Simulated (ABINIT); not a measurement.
CuO:

```
CELL_PARAMETERS angstrom
1.99097 -2.15355 0.00000
1.99097 2.15355 0.00000
0.00000 0.00000 5.15593
ATOMIC_POSITIONS crystal
Cu 0.50000 0.00000 0.00000
Cu 0.00000 0.50000 0.50000
O 0.50000 0.50000 0.25000
O 0.50000 0.50000 0.75000
```

Measurements of this composition are mostly on another form, of space group No. 15.

- Program: ABINIT 10.8.3 (patched build)
- Task: single point
- Functional: PBE
- Potentials or basis: JTH PAW PBE v2.0
- Cutoff: 707 eV
- k mesh: 9 × 9 × 5
- Occupations: fermi-dirac, width 0.05 eV
- Spin: no spin polarisation

On this cell: pressure 1.2 GPa; largest force under 0.003 eV/Å; band gap on the k mesh none (metal or under the smearing width).

The same run follows on a disturbed copy (atoms moved at random, drawn with an rms of 0.05 Å):

```xyz
4
Lattice="1.9910 -2.1536 0.0000 1.9910 2.1536 0.0000 0.0000 0.0000 5.1559" Properties=species:S:1:pos:R:3 pbc="T T T"
Cu    0.9825   -1.0968   -0.0160
Cu    0.9693    1.0564    2.5449
O     1.9939    0.0278    1.2999
O     2.0088   -0.0174    3.8223
```

Problem. What does the disturbed cell give?

Solution. The energy (extrapolated to zero smearing) moves by +7.5 meV/atom; pressure 1.5 GPa; largest force 0.641 eV/Å; band gap on the k mesh none (metal or under the smearing width).

Forces on the atoms (eV/Å):
```
Cu   0.289  0.312 -0.096
Cu   0.192  0.075  0.261
O   -0.183 -0.313 -0.528
O   -0.298 -0.073  0.363
```

Stress tensor (GPa, compression positive):
```
 2.01 -0.95 -0.95
-0.95  0.99  0.41
-0.95  0.41  1.50
```

Caveats: the run has no spin polarisation, though such a crystal can be magnetic; semilocal functionals often make such compounds metallic where correlation or magnetic order opens a gap, which also shifts bond lengths.
